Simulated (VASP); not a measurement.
# CaS (Fm-3m) in VASP: further runs

One crystal, CaS, is run at these levels: PBEsol, LDA; tasks: single point.

Program: VASP 6.6.1. These are calculated values, not measurements. Logs are shortened: lines on timing, memory, paths and dates and some standing lists are left out, and cuts for length are marked.

### 1 The undisturbed crystal

The structure is cubic, space group Fm-3m (No. 225). Conventional cell: a = 5.634 Å, b = 5.634 Å, c = 5.634 Å, α = 90.00°, β = 90.00°, γ = 90.00°. Ca (site symmetry m-3m) has 6 S at 2.82 Å as nearest neighbours. S (site symmetry m-3m) is surrounded by 6 Ca at 2.82 Å.

### 2 Single point, PBEsol (strained and moved within a subgroup)

Contents of INCAR:

```
PREC = Accurate
ENCUT = 520
EDIFF = 1E-7
ISMEAR = 0
SIGMA = 0.02
LREAL = False
LASPH = True
NELM = 100
ALGO = Normal
ISIF = 2
LWAVE = False
LCHARG = False
GGA = PS
NBANDS = 15
```

Contents of KPOINTS:

```
regular mesh
0
Gamma
  8 8 8
```

Contents of POSCAR:

```
CaS
1.0
    0.0000000000      2.7466223000      2.7466223000
    2.7466223000      0.0000000000      2.7466223000
    2.7466223000      2.7466223000      0.0000000000
Ca S
1 1
Direct
    0.0000000000      0.0000000000      0.0000000000
    0.5000000000      0.5000000000      0.5000000000
```

Potentials or basis: VASP PAW PBE potentials, release 64 (Ca_sv, S).

The run is started by

```
$ cat potpaw_PBE.64/Ca_sv/POTCAR potpaw_PBE.64/S/POTCAR > POTCAR
$ mpirun -np 1 vasp_std > vasp.out
```

OUTCAR:

```text
PREC = Accurate
   ENCUT = 520
   EDIFF = 1E-7
   ISMEAR = 0
   LREAL = False
   LASPH = True
   NELM = 100
   ISIF = 2
   GGA = PS

 ion  position               nearest neighbor table
   1  0.000  0.000  0.000-   2 2.75   2 2.75   2 2.75   2 2.75   2 2.75   2 2.75
   2  0.500  0.500  0.500-   1 2.75   1 2.75   1 2.75   1 2.75   1 2.75   1 2.75

  LATTYP: Found a face centered cubic cell.
 ALAT       =     5.4932446000

  Lattice vectors:

 A1 = (   0.0000000000,   2.7466223000,   2.7466223000)
 A2 = (   2.7466223000,   0.0000000000,   2.7466223000)
 A3 = (   2.7466223000,   2.7466223000,   0.0000000000)

Analysis of symmetry for initial positions (statically):
=====================================================================
 Subroutine PRICEL returns:
 Original cell was already a primitive cell.

 Routine SETGRP: Setting up the symmetry group for a
 face centered cubic supercell.

 Subroutine GETGRP returns: Found 48 space group operations
 (whereof 48 operations were pure point group operations)
 out of a pool of 48 trial point group operations.

The static configuration has the point symmetry O_h .

Analysis of symmetry for dynamics (positions and initial velocities):
=====================================================================
 Subroutine PRICEL returns:
 Original cell was already a primitive cell.

 Routine SETGRP: Setting up the symmetry group for a
 face centered cubic supercell.

 Subroutine GETGRP returns: Found 48 space group operations
 (whereof 48 operations were pure point group operations)
 out of a pool of 48 trial point group operations.

The dynamic configuration has the point symmetry O_h .

 Subroutine INISYM returns: Found 48 space group operations
 (whereof 48 operations are pure point group operations),
 and found     1 'primitive' translations

----------------------------------------------------------------------------------------

                                     Primitive cell

  volume of cell :      41.4407

  direct lattice vectors                    reciprocal lattice vectors
     0.000000000  2.746622300  2.746622300    -0.182041775  0.182041775  0.182041775
     2.746622300  0.000000000  2.746622300     0.182041775 -0.182041775  0.182041775
     2.746622300  2.746622300  0.000000000     0.182041775  0.182041775 -0.182041775

  length of vectors
     3.884310507  3.884310507  3.884310507     0.315305604  0.315305604  0.315305604

  position of ions in fractional coordinates (direct lattice)
     0.000000000  0.000000000  0.000000000
     0.500000000  0.500000000  0.500000000

  ion indices of the primitive-cell ions
   primitive index   ion index
                 1           1
[... 88 lines left out ...]
   ISMEAR =     0;   SIGMA  =   0.02  broadening in eV -4-tet -1-fermi 0-gaus
   EFERMI_NEDOS =   21; number of points for ismear=-14 and -15
   IALGO  =     38    algorithm
   IMIX   =      4    mixing-type and parameters
     AMIX     =   0.40;   BMIX     =  1.00
     AMIX_MAG =   1.60;   BMIX_MAG =  1.00
  volume/ion in A,a.u.               =      20.72       139.83
  Fermi-wavevector in a.u.,A,eV,Ry     =   1.192081  2.252707 19.334666  1.421058
  Thomas-Fermi vector in A             =   2.328128
   LORBIT       =      0    0 simple, 1 ext, 2 COOP (PROOUT), +10 PAW based schemes
   GGA     = PS    functional components
   LHFCALC =     F    Hartree Fock is set to
   AEXX    =    0.0000 exact exchange contribution
   IVDW    =     0    specifies the selected vdW correction
   LEPSILON=     F    determine dielectric tensor
   LRPA    =     F    only Hartree local field effects (RPA)
 non-spin polarized calculation
 Gauss-broadening in eV      SIGMA  =   0.02
  energy-cutoff  :      520.00
  volume of cell :       41.44
 maximum number of plane-waves:      1139
 NGX is ok and might be reduce to    30
   NGX = 15   NGY = 15   NGZ = 15

 number of electron      16.0000000 magnetization

 Free energy of the ion-electron system (eV)
  ---------------------------------------------------
  ext. energy  EPLUGINS =         0.00000000
  ---------------------------------------------------
  free energy    TOTEN  =       -10.85872165 eV

  energy without entropy =      -10.85872165  energy(sigma->0) =      -10.85872165

 E-fermi :   3.6645     XC(G=0):  -9.9858

 val. band max:        3.4695691167   @ k =   0.0000   0.0000   0.0000
 cond. band min:       5.4045562215   @ k =   0.5000   0.5000   0.0000
 fundamental gap:      1.9349871049
 Fermi energy:         3.6644625427

 k-point     1 :       0.0000    0.0000    0.0000
  band No.  band energies     occupation
      1     -35.1784      2.00000
      2     -16.2547      2.00000
      3     -16.2547      2.00000
      4     -16.2547      2.00000
      5      -8.2470      2.00000
      6       3.4696      2.00000
      7       3.4696      2.00000
      8       3.4696      2.00000
      9       7.4914      0.00000
     10       7.4914      0.00000
     11       7.4914      0.00000
     12       8.1474      0.00000
     13       8.2221      0.00000
     14       8.2221      0.00000
[... 401 lines left out ...]
      2     -16.4848      2.00000
      3     -16.3354      2.00000
      4     -16.2966      2.00000
      5      -7.2249      2.00000
      6       0.4449      2.00000
      7       1.7134      2.00000
      8       2.0672      2.00000
      9       8.4898      0.00000
     10       8.8603      0.00000
     11      10.2417      0.00000
     12      10.6710      0.00000
     13      10.9397      0.00000
     14      11.9021      0.00000
     15      13.5318      0.00000

 [... further k-points ...]

------------------------ aborting loop because EDIFF is reached ----------------------------------------

  FORCE on cell =-STRESS in cart. coord.  units (eV):
  Direction    XX          YY          ZZ          XY          YZ          ZX
  --------------------------------------------------------------------------------------
  -------------------------------------------------------------------------------------
  Total        1.4741792      1.4741792      1.4741792      0.0000000      0.0000000     -0.0000000
  in kB       56.9946449     56.9946449     56.9946449      0.0000000      0.0000000     -0.0000000
  external PRESSURE =      56.9946449 kB  Pullay stress =       0.0000000 kB

 VOLUME and BASIS-vectors are now :
 -----------------------------------------------------------------------------
  energy-cutoff  :      520.00
  volume of cell :       41.44
      direct lattice vectors                 reciprocal lattice vectors
     0.000000000  2.746622300  2.746622300    -0.182041775  0.182041775  0.182041775
     2.746622300  0.000000000  2.746622300     0.182041775 -0.182041775  0.182041775
     2.746622300  2.746622300  0.000000000     0.182041775  0.182041775 -0.182041775

 POSITION                                       TOTAL-FORCE (eV/Angst)
 -----------------------------------------------------------------------------------
      0.00000      0.00000      0.00000         0.000000     -0.000000     -0.000000
      2.74662      2.74662      2.74662        -0.000000      0.000000      0.000000
 -----------------------------------------------------------------------------------
    total drift:                               -0.000000      0.000000      0.000000

  FREE ENERGIE OF THE ION-ELECTRON SYSTEM (eV)
  ---------------------------------------------------
  free  energy   TOTEN  =       -10.8587216507 eV

  energy  without entropy=      -10.8587216507  energy(sigma->0) =      -10.85872165
```

Wall time 12 s (1 thread of Intel Xeon Platinum 8488C (Sapphire Rapids), shared host); peak memory 0.17 GiB.

Results:

* Free energy: -10.8587 eV
* Pressure: 5.7 GPa
* Band gap on the k mesh: 1.94 eV, indirect (least direct gap 2.83 eV)

Levels at points of the mesh, in eV from the valence-band top:
| k point | band 6 | band 7 | band 8 | band 9 | band 10 | band 11 |
| --- | --- | --- | --- | --- | --- | --- |
| (0.00, 0.00, 0.00) | 0.00 | 0.00 | 0.00 | 4.02 | 4.02 | 4.02 |
| (0.50, 0.00, 0.00) | -3.57 | -1.42 | -1.42 | 5.26 | 6.37 | 6.48 |
| (0.50, 0.50, 0.00) | -2.54 | -0.90 | -0.90 | 1.94 | 5.76 | 6.43 |

Caveat: the PAW data sets were made with another functional, which shifts forces and pressure a little. A k mesh can miss the band edges.

### 3 Single point, LDA (functional LDA, strained and moved within the space group)

Contents of INCAR:

```
SYSTEM = CaS
  ALGO = Fast
  EDIFF = 1E-6
  ENCUT = 520
  GGA = CA
  ISIF = 2
  ISMEAR = 0
  LASPH = .TRUE.
  LCHARG = .FALSE.
  LREAL = .FALSE.
  LWAVE = .FALSE.
  NBANDS = 15
  NELM = 100
  PREC = Accurate
  SIGMA = 0.02
```

Contents of KPOINTS:

```
k-points
0
G
  8 8 8
  0 0 0
```

Contents of POSCAR:

```
CaS
1.0
    0.0000000000      2.7581080200      2.7581080200
    2.7581080200      0.0000000000      2.7581080200
    2.7581080200      2.7581080200      0.0000000000
Ca S
1 1
Direct
    0.0000000000      0.0000000000      0.0000000000
    0.5000000000      0.5000000000      0.5000000000
```

Potentials or basis: VASP PAW LDA potentials, release 64 (Ca_sv, S).

The run is started by

```
$ cat potpaw_LDA.64/Ca_sv/POTCAR potpaw_LDA.64/S/POTCAR > POTCAR
$ mpirun -np 1 vasp_std > vasp.out
```

OUTCAR:

```text
SYSTEM = CaS
   EDIFF = 1E-6
   ENCUT = 520
   GGA = CA
   ISIF = 2
   ISMEAR = 0
   LASPH = .TRUE.
   LREAL = .FALSE.
   NELM = 100
   PREC = Accurate

 ion  position               nearest neighbor table
   1  0.000  0.000  0.000-   2 2.76   2 2.76   2 2.76   2 2.76   2 2.76   2 2.76
   2  0.500  0.500  0.500-   1 2.76   1 2.76   1 2.76   1 2.76   1 2.76   1 2.76

  LATTYP: Found a face centered cubic cell.
 ALAT       =     5.5162160400

  Lattice vectors:

 A1 = (   0.0000000000,   2.7581080200,   2.7581080200)
 A2 = (   2.7581080200,   0.0000000000,   2.7581080200)
 A3 = (   2.7581080200,   2.7581080200,   0.0000000000)

Analysis of symmetry for initial positions (statically):
=====================================================================
 Subroutine PRICEL returns:
 Original cell was already a primitive cell.

 Routine SETGRP: Setting up the symmetry group for a
 face centered cubic supercell.

 Subroutine GETGRP returns: Found 48 space group operations
 (whereof 48 operations were pure point group operations)
 out of a pool of 48 trial point group operations.

The static configuration has the point symmetry O_h .

Analysis of symmetry for dynamics (positions and initial velocities):
=====================================================================
 Subroutine PRICEL returns:
 Original cell was already a primitive cell.

 Routine SETGRP: Setting up the symmetry group for a
 face centered cubic supercell.

 Subroutine GETGRP returns: Found 48 space group operations
 (whereof 48 operations were pure point group operations)
 out of a pool of 48 trial point group operations.

The dynamic configuration has the point symmetry O_h .

 Subroutine INISYM returns: Found 48 space group operations
 (whereof 48 operations are pure point group operations),
 and found     1 'primitive' translations

----------------------------------------------------------------------------------------

                                     Primitive cell

  volume of cell :      41.9627

  direct lattice vectors                    reciprocal lattice vectors
     0.000000000  2.758108020  2.758108020    -0.181283690  0.181283690  0.181283690
     2.758108020  0.000000000  2.758108020     0.181283690 -0.181283690  0.181283690
     2.758108020  2.758108020  0.000000000     0.181283690  0.181283690 -0.181283690

  length of vectors
     3.900553768  3.900553768  3.900553768     0.313992562  0.313992562  0.313992562

  position of ions in fractional coordinates (direct lattice)
     0.000000000  0.000000000  0.000000000
     0.500000000  0.500000000  0.500000000

  ion indices of the primitive-cell ions
   primitive index   ion index
                 1           1
                 2           2

----------------------------------------------------------------------------------------

 KPOINTS: k-points

Automatic generation of k-mesh.
 Grid dimensions read from file:
 generate k-points for:    8    8    8

 Generating k-lattice:

  Cartesian coordinates                     Fractional coordinates (reciprocal lattice)
    -0.022660461  0.022660461  0.022660461     0.125000000  0.000000000  0.000000000
     0.022660461 -0.022660461  0.022660461     0.000000000  0.125000000  0.000000000
     0.022660461  0.022660461 -0.022660461     0.000000000  0.000000000  0.125000000

  Length of vectors
     0.039249070  0.039249070  0.039249070
[... 40 lines left out ...]
   dimension x,y,z NGXF=    60 NGYF=   60 NGZF=   60
   ions per type =               1   1
   NGX,Y,Z   is equivalent  to a cutoff of  12.79, 12.79, 12.79 a.u.
   NGXF,Y,Z  is equivalent  to a cutoff of  25.57, 25.57, 25.57 a.u.
 SYSTEM =  CaS
   PREC   = accura    normal or accurate (medium, high low for compatibility)
   ISTART =      0    job   : 0-new  1-cont  2-samecut
   ICHARG =      2    charge: 1-file 2-atom 10-const
   ISPIN  =      1    spin polarized calculation?
   LNONCOLLINEAR =      F non collinear calculations
   LSORBIT =      F    spin-orbit coupling
   LASPH  =      T    aspherical Exc in radial PAW
   ENCUT  =  520.0 eV  38.22 Ry    6.18 a.u.   7.25  7.25  7.25*2*pi/ulx,y,z
   NELM   =    100;   NELMIN=  2; NELMDL= -5     # of ELM steps
   EDIFF  = 0.1E-05   stopping-criterion for ELM
   LREAL  =      F    real-space projection
   EDIFFG = 0.1E-04   stopping-criterion for IOM
   NSW    =      0    number of steps for IOM
   IBRION =     -1    ionic relax: 0-MD 1-quasi-New 2-CG
   NFREE  =      0    steps in history (QN), initial steepest desc. (CG)
   ISIF   =      2    stress and relaxation
   ISYM   =      2    0-nonsym 1-usesym 2-fastsym
   POTIM  = 0.5000    time-step for ionic-motion
   TEBEG  =    0.0;   TEEND  =   0.0 temperature during run
   PSTRESS=    0.0 pullay stress
   NELECT =      16.0000    total number of electrons
   NUPDOWN=      -1.0000    fix difference up-down
   EMIN   =  10.00;   EMAX   =-10.00  energy-range for DOS
   EFERMI =   0.00;   METHOD = LEGACY
   ISMEAR =     0;   SIGMA  =   0.02  broadening in eV -4-tet -1-fermi 0-gaus
   EFERMI_NEDOS =   21; number of points for ismear=-14 and -15
   IALGO  =     68    algorithm
   IMIX   =      4    mixing-type and parameters
     AMIX     =   0.40;   BMIX     =  1.00
     AMIX_MAG =   1.60;   BMIX_MAG =  1.00
  volume/ion in A,a.u.               =      20.98       141.59
  Fermi-wavevector in a.u.,A,eV,Ry     =   1.187117  2.243326 19.173969  1.409247
  Thomas-Fermi vector in A             =   2.323275
   LORBIT       =      0    0 simple, 1 ext, 2 COOP (PROOUT), +10 PAW based schemes
   GGA     = CA    functional components
   LHFCALC =     F    Hartree Fock is set to
   AEXX    =    0.0000 exact exchange contribution
   IVDW    =     0    specifies the selected vdW correction
   LEPSILON=     F    determine dielectric tensor
   LRPA    =     F    only Hartree local field effects (RPA)
 non-spin polarized calculation
 RMM-DIIS sequential band-by-band and
 Gauss-broadening in eV      SIGMA  =   0.02
  energy-cutoff  :      520.00
  volume of cell :       41.96
 maximum number of plane-waves:      1158
 NGX is ok and might be reduce to    30
   NGX = 15   NGY = 15   NGZ = 15

 number of electron      16.0000000 magnetization

 Free energy of the ion-electron system (eV)
  ---------------------------------------------------
  ext. energy  EPLUGINS =         0.00000000
  ---------------------------------------------------
  free energy    TOTEN  =       -11.42501398 eV

  energy without entropy =      -11.42501398  energy(sigma->0) =      -11.42501398

 E-fermi :   3.4805     XC(G=0): -10.1121

 val. band max:        3.2895241285   @ k =   0.0000   0.0000   0.0000
 cond. band min:       5.1743173036   @ k =   0.5000   0.5000   0.0000
 fundamental gap:      1.8847931750
 Fermi energy:         3.4804588621

 k-point     1 :       0.0000    0.0000    0.0000
  band No.  band energies     occupation
      1     -35.1501      2.00000
      2     -16.4394      2.00000
      3     -16.4394      2.00000
      4     -16.4394      2.00000
      5      -8.3397      2.00000
      6       3.2895      2.00000
      7       3.2895      2.00000
      8       3.2895      2.00000
      9       7.2021      0.00000
     10       7.2021      0.00000
     11       7.2021      0.00000
     12       7.8011      0.00000
     13       7.9329      0.00000
     14       7.9329      0.00000
[... 401 lines left out ...]
      2     -16.6615      2.00000
      3     -16.5179      2.00000
      4     -16.4803      2.00000
      5      -7.3403      2.00000
      6       0.2931      2.00000
      7       1.5525      2.00000
      8       1.9000      2.00000
      9       8.2050      0.00000
     10       8.5515      0.00000
     11       9.8722      0.00000
     12      10.3215      0.00000
     13      10.5992      0.00000
     14      11.5805      0.00000
     15      13.1511      0.00000

 [... further k-points ...]

------------------------ aborting loop because EDIFF is reached ----------------------------------------

  FORCE on cell =-STRESS in cart. coord.  units (eV):
  Direction    XX          YY          ZZ          XY          YZ          ZX
  --------------------------------------------------------------------------------------
  -------------------------------------------------------------------------------------
  Total        0.5525604      0.5525604      0.5525604     -0.0000000      0.0000000      0.0000000
  in kB       21.0972822     21.0972822     21.0972822     -0.0000000      0.0000000      0.0000000
  external PRESSURE =      21.0972822 kB  Pullay stress =       0.0000000 kB

 VOLUME and BASIS-vectors are now :
 -----------------------------------------------------------------------------
  energy-cutoff  :      520.00
  volume of cell :       41.96
      direct lattice vectors                 reciprocal lattice vectors
     0.000000000  2.758108020  2.758108020    -0.181283690  0.181283690  0.181283690
     2.758108020  0.000000000  2.758108020     0.181283690 -0.181283690  0.181283690
     2.758108020  2.758108020  0.000000000     0.181283690  0.181283690 -0.181283690

 POSITION                                       TOTAL-FORCE (eV/Angst)
 -----------------------------------------------------------------------------------
      0.00000      0.00000      0.00000         0.000000     -0.000000      0.000000
      2.75811      2.75811      2.75811        -0.000000      0.000000     -0.000000
 -----------------------------------------------------------------------------------
    total drift:                               -0.000000      0.000000      0.000000

  FREE ENERGIE OF THE ION-ELECTRON SYSTEM (eV)
  ---------------------------------------------------
  free  energy   TOTEN  =       -11.4250139782 eV

  energy  without entropy=      -11.4250139782  energy(sigma->0) =      -11.42501398
```

stdout:

```text
POSCAR found type information on POSCAR CaS
 POSCAR found :  2 types and       2 ions
 scaLAPACK will be used
 LDA part: xc-table for (Slater(with rela. corr.)+CA(PZ))
 , standard interpolation
 POSCAR, INCAR and KPOINTS ok, starting setup
 FFT: planning ... GRIDC
 FFT: planning ... GRID_SOFT
 FFT: planning ... GRID
 WAVECAR not read
 entering main loop
```

Wall time 16 s (1 thread of Intel Xeon Platinum 8488C (Sapphire Rapids), shared host); peak memory 0.15 GiB.

Results:

```
Free energy            : -11.4250 eV
Pressure               : 2.1 GPa
Band gap on the k mesh : 1.88 eV, indirect (least direct gap 2.77 eV)
```

A k mesh can miss the band edges.
